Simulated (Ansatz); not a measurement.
This is a single-point calculation with Ansatz 0.2.0 on SnO2 built on the fluorite prototype; the level of theory is PBE. The cell was relaxed with r2SCAN and then strained (epitaxial +1.5 % in the xy plane, free normal strain -0.30 %), with the atoms relaxed again with r2SCAN; k points keep the names of the unstrained zone.

input.yaml:
```yaml
crystal:
  lattice:
    - [0.0, 2.5714689762, 2.5259808189]
    - [2.5714689762, 0.0, 2.5259808189]
    - [2.5714689762, 2.5714689762, 0.0]
  atoms:
    - { symbol: Sn, position: [0.0, 0.0, 0.0] }
    - { symbol: O, position: [0.25, 0.25, 0.25] }
    - { symbol: O, position: [0.75, 0.75, 0.75] }
kpoints:
  mp_grid: { grid: [8, 8, 8] }
  band_path:
    path:
      - [0.0, 0.0, 0.0]
      - [0.5, 0.0, 0.5]
      - [0.625, 0.25, 0.625]
      - [0.375, 0.375, 0.75]
      - [0.5, 0.5, 0.5]
      - [0.5, 0.25, 0.75]
      - [0.283854, -0.5, -0.216146]
    npoints: 1
hamiltonian:
  xc: pbe
scf:
  occupations: { method: fermi_dirac, width: 0.02 }
  n_extra_bands: 4
output:
  forces: true
  stress: true
  eigenvalues: true
  write_density: true
  write_potential: true
  elf: true
  volumetric_format: npy
```

Command: `ansatz run input.yaml --threads 4 --pin off --max-ram 4608MiB --backend cpu --events-out ev --progress --plain --runs-dir out`. Wall time 1.4 s on 4 threads of Intel(R) Xeon(R) Processor @ 2.70GHz, on a shared host; peak host memory 0.36 GiB.

Main lines of the log:
```
scf.n_extra_bands = 4 over 13 filled bands (N_el = 26.0): the run solves 17 bands
Functional definition: PBE
Crystal: 3 atoms, lattice volume = 33.406 Å³
Basis set: ecut = 420 eV, 637 PW (Γ)
Symmetry: 16 space group operations
Space group: I4/mmm (ITA 139)
k-points: 59 of 512
preconditioner: auto → none  [σ=0.020 eV  ℏωp=32.8 eV]
SCF 1 converged in 6 iterations: F = -7158.211861 eV  dr2 = 2.73e-9
SCF converged after 6 iterations
Free energy (F): -7158.211861 eV
Internal energy: -7158.211600 eV  (E = F + TS)
E sigma→0 (E₀):  -7158.211730 eV
Entropy (-TS):   -0.000260 eV (-0.087 meV/atom)
Fermi energy:    11.383772 eV
--- Forces (eV/Å), atoms counted from 1 ---
  atom   1  Sn      0.00000      0.00000      0.00000
  atom   2  O       0.00000      0.00000      0.00000
  atom   3  O       0.00000      0.00000      0.00000
--- Stress (GPa, compression-positive) ---
        1.120727       0.000000       0.000000
        0.000000       1.120727       0.000000
        0.000000       0.000000       8.791834
  P = ⅓ Tr σ = 3.6778 GPa (36.778 kbar)
```

bands.tsv, columns around the gap (it counts bands from 0):
```tsv
# k_distance	band_8	band_9	band_10	band_11	band_12	band_13	band_14	band_15	band_16
# fermi_ev = 11.383772
# [0, 0, 0] at k_distance = 0.000000
# [0.5, 0, 0.5] at k_distance = 1.221711
# [0.625, 0.25, 0.625] at k_distance = 1.657558
# [0.375, 0.375, 0.75] at k_distance = 2.407963
# [0.5, 0.5, 0.5] at k_distance = 3.165113
# [0.5, 0.25, 0.75] at k_distance = 4.036807
# [0.283854, -0.5, -0.216146] at k_distance = 5.943959
# levels_relative_to = fermi_ev
0.000	-2.917	-2.917	-1.545	-1.545	-1.242	-0.083	6.894	7.002	7.002
1.222	-5.473	-5.427	-0.379	-0.259	-0.156	3.168	6.994	9.705	11.806
1.658	-5.195	-4.937	-1.551	-0.766	-0.313	4.031	8.484	9.318	10.812
2.408	-5.265	-5.028	-1.584	-0.823	-0.120	3.846	8.303	9.386	10.925
3.165	-3.903	-3.459	-3.343	-2.193	-2.133	4.572	7.826	10.126	10.144
4.037	-6.003	-3.253	-3.174	-0.375	-0.036	4.144	9.066	9.315	9.534
5.944	-5.990	-3.755	-2.655	-0.376	-0.033	4.053	8.845	9.125	10.004
```
In order the rows are Γ, X, U, K, L, W, (0.284, -1/2, -0.216).

Planar averages along the third cell vector, from rho_z.tsv and v_z.tsv (valence density with its augmentation; electrostatic potential energy of an electron, of which only differences have a meaning):
```csv
z (Å),ρ (e/Å³),v_es (eV)
0.00,1.333,10.49
0.29,1.183,8.09
0.44,1.066,6.25
0.73,0.896,3.94
0.87,0.825,4.16
1.16,0.629,7.27
1.45,0.390,11.26
1.60,0.306,12.89
1.89,0.265,14.01
2.04,0.306,12.89
2.33,0.506,9.36
2.62,0.738,5.37
2.76,0.825,4.16
3.05,0.970,4.73
3.20,1.066,6.25
3.49,1.289,9.76
```

PBE gives no gap: the lowest nominally empty band dips 0.05 eV below the top of the last filled one (its bottom at Γ, the top at k = (0.284, -1/2, -0.216)), so the cell is a metal or semimetal at this level. The gap is the least over the mesh and the extra points. With the atoms held, the mean pressure is +3.68 GPa (compression positive).

No spin polarisation and no zero-point or thermal motion; the cell was built from a prototype and may be hypothetical.

No spin-orbit coupling is included; it can move band edges with weight on the heavy atoms by tenths of an eV.
